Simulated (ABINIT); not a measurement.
As, 2 atoms in the cell. The structure is trigonal, space group R-3m (No. 166). The conventional cell has a = 3.762 Å, b = 3.762 Å, c = 10.542 Å, α = 90.00°, β = 90.00°, γ = 120.00°. As (site symmetry 3m) is surrounded by 3 As at 2.51 Å. 

```yaml
Program: ABINIT 10.8.3 (patched build)
Task: band structure
Functional: r2SCAN
Potentials_or_basis: JTH PAW PBE v2.0
Cutoff: 490 eV
k_mesh: 9 × 9 × 9
Occupations: fermi-dirac, width 0.05 eV
Spin: no spin polarisation
Fine-grid_cutoff: 979.61 eV
```

Potentials or basis: JTH PAW PBE v2.0.

Command:

```console
$ abinit run.abi > log 2>&1
```

Hardware: 1 thread of Arm Neoverse V2 (shared host).

Q: Estimate the wall time of this run.

A: Run time: 3.1 min on 1 thread of Arm Neoverse V2, with other jobs on the host, peak memory 0.17 GiB. Counts: scf iterations 9, mpi ranks 1, k points 85, bands 19, plane waves 1073.
